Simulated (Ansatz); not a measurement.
Born–Oppenheimer molecular dynamics of a periodic cell of 16 atoms, WC (start crystal WC, start structure P-6m2, volume 1.15 times the crystal's). It goes on from the last frame of an earlier run, with new velocities.

Theory: DFT PBE, scalar-relativistic, plane waves, PAW in Ansatz 0.2.0. Settings: PAW set soft_1, cutoff 420 eV, k mesh 3x3x3, fermi-dirac smearing 0.3 eV, no spin polarisation.

```
ensemble             : NVT, Langevin thermostat
time step            : 1.12 fs
steps asked          : 200
set temperature      : 2800 K
friction             : 0.02 /fs
temperature schedule : 150 steps to 300 K, then 50 steps to 300 K
seed                 : 643569
```

First frame:

```xyz
16
Lattice="-2.9994 -5.1951 0.0000 4.4991 -2.5975 0.0000 0.0000 0.0000 5.8882" Properties=species:S:1:pos:R:3
W -0.218 -4.996 -0.176
C 1.248 -4.138 1.363
W -0.113 -5.628 2.852
C 1.475 -4.389 4.442
W -1.721 -2.676 0.149
C -0.156 -2.225 1.647
W -1.653 -2.864 3.085
C 0.012 -2.057 4.450
W 1.381 -2.646 -0.134
C 2.940 -1.580 1.192
W 1.444 -2.762 2.916
C 2.651 -1.807 4.255
W -0.157 -0.021 -0.162
C -1.512 -4.235 1.637
W -0.113 -0.381 2.982
C -1.627 -4.318 4.497
```

Task: What does the run give?

Result: The run went to its last step.

```
steps done                                               : 200
time covered                                             : 224 fs
mean temperature over the second half                    : 1002 K
spread of the potential energy over the second half      : 60.0 meV per atom
mean potential energy of the second half above the start : -320.0 meV per atom
```

The schedule's set-point averaged 510 K over the second half and the system 1002 K, so it lags behind the ramp. A run of 0.22 ps of so small a system gives no equilibrium averages. Limits of this set-up: coarse k mesh.

Task: What happens to the structure?

Result: Mean squared displacements from the first frame to the last, about the centre of mass: W 0.06 Å², C 0.11 Å². This is one draw of velocities; another would differ in detail.

Task: How do temperature and energy run in time?

Result: 
```
time (fs)  T (K)  potential energy less start (eV)
        0   2625                             0.000
     6.72   2722                            -0.607
    13.44   2294                            -0.106
    20.16   2410                             0.118
    26.88   2568                            -0.550
     33.6   2751                            -0.908
    40.32   2301                            -0.750
    47.04   1864                            -0.964
    53.76   2203                            -1.480
    60.48   2081                            -1.478
     67.2   1751                            -1.132
    73.92   1817                            -1.157
    80.64   1818                            -1.881
    87.36   2201                            -2.380
    94.08   2257                            -2.603
    100.8   2472                            -3.265
   107.52   2315                            -3.439
   114.24   2236                            -4.041
   120.96   2347                            -4.555
   127.68   1809                            -4.110
    134.4   1277                            -3.347
   141.12    909                            -3.698
   147.84   1168                            -4.686
   154.56   1051                            -5.085
   161.28    767                            -4.822
      168    598                            -4.727
   174.72    647                            -5.109
   181.44    763                            -5.681
   188.16    789                            -5.950
   194.88    505                            -5.909
    201.6    630                            -6.073
   208.32    656                            -6.362
   215.04    578                            -6.493
   221.76    417                            -6.407
```

The run took 36 min on 2 threads of Arm Neoverse V1, on a shared host, peak memory 0.82 GiB.
